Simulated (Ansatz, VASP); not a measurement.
# One calculation of Be, two programs

File INCAR:

```
SYSTEM = Be
  PREC = Accurate
  ENCUT = 520
  EDIFF = 1E-7
  ISMEAR = -1
  SIGMA = 0.1
  LREAL = .FALSE.
  LASPH = .TRUE.
  NELM = 60
  ALGO = Normal
  ISIF = 2
  LWAVE = .FALSE.
  LCHARG = .FALSE.
  GGA = RP
  NBANDS = 10
```

File KPOINTS:

```
regular mesh
0
G
  11 11 16
  0 0 0
```

The input POSCAR:

```
Be
1.0
    3.4491489773      0.0000000000      0.0000000000
   -1.7245744886      2.9870506358      0.0000000000
    0.0000000000      0.0000000000      2.1240360006
Be
3
Direct
    0.0000000000      0.0000000000      0.0000000000
    0.3333333333      0.6666666667      0.5000000000
    0.6666666667      0.3333333333      0.5000000000
```

Input for Ansatz:

```yaml
crystal:
  lattice:
    - [3.4491489773, 0.0, 0.0]
    - [-1.7245744886, 2.9870506358, 0.0]
    - [0.0, 0.0, 2.1240360006]
  atoms:
    - { symbol: Be, position: [0.0, 0.0, 0.0] }
    - { symbol: Be, position: [0.3333333333, 0.6666666667, 0.5] }
    - { symbol: Be, position: [0.6666666667, 0.3333333333, 0.5] }
hamiltonian:
  xc: rpbe
  pseudopotentials:
    kind: paw
    azcp:
      Be: "pseudopotentials/Be.paw.azcp"
basis:
  ecutwfc: 420
  fft_grid_basis: typed
kpoints:
  mp_grid: { grid: [11, 11, 16], shift: [0, 0, 0] }
magnetization:
  spin_polarized: false
scf:
  occupations: { method: fermi_dirac, width: 0.1 }
  lower_state_search: "off"
output:
  stress: true
  write_density: true
  write_potential: true
  elf: true
  volumetric_format: npy
```

Alike in both runs: task single point; functional RPBE; k mesh 11 × 11 × 16; occupations fermi-dirac, width 0.1 eV; no spin polarisation.

|  | VASP | Ansatz |
| --- | --- | --- |
| version | VASP 6.6.1 | Ansatz 0.2.0 |
| potentials or method | VASP PAW PBE potentials, release 64 (Be) | plane waves (420 eV) with PAW, scalar-relativistic |
| plane-wave cutoff (eV) | 520 | 420 |
| valence electrons in the cell | 6 | 6 |

|  | VASP | Ansatz | Ansatz less VASP |
| --- | --- | --- | --- |
| pressure (GPa) | 17.5 | 17.5 | -0.03 |
| largest component of the traceless stress (GPa) | 2.86 | 2.83 | -0.027 |

Caveats: so large a pressure means that the cell lies far from this level's equilibrium, or that cutoff or potentials fall short (VASP); the potentials were made for another functional, which shifts forces and pressure (VASP).
